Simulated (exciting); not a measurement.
The system is Tl.

```
CELL_PARAMETERS angstrom
0.00000 2.46634 2.46634
2.46634 0.00000 2.46634
2.46634 2.46634 0.00000
ATOMIC_POSITIONS crystal
Tl 0.00000 0.00000 0.00000
```

This isn't the form of Tl at room conditions, which is hcp.

* Program: exciting (release sodium)
* Task: single point
* Functional: PBE
* Potentials or basis: all-electron LAPW+lo, shipped species files, valence relativity iora*
* rgkmax: 7.5
* k mesh: 9 × 9 × 9
* Occupations: fermi-dirac, width 0.05 eV
* Spin: no spin polarisation
* gmaxvr (cutoff of density and potential): 14 1/bohr
* lmaxapw (and lmaxmat): 10
* lmaxvr: 8
* nempty: 8
* Valence relativity: iora*
* epsengy: 1e-06 Ha
* epspot: 1e-06 Ha
* maxscl: 80
* Muffin-tin radii: Tl 2.29 bohr

On this cell: band gap on the k mesh none (metal or under the smearing width).

The same run follows on a disturbed copy (cell strained at random at fixed volume):

```
Tl
1.0
     0.01848    2.48807    2.49753
     2.48265    0.02130    2.49471
     2.45902    2.46162    0.04492
Tl
1
Direct
  0.00035 0.99929 0.99880
```

Q: What changes?

A: The energy (extrapolated to zero smearing) moves by +4.1 meV/atom; band gap on the k mesh none (metal or under the smearing width).

Caveats: rgkmax is low for these elements, so energy differences scatter by about 1 meV per atom; the free energy is that total less TS from the occupations.
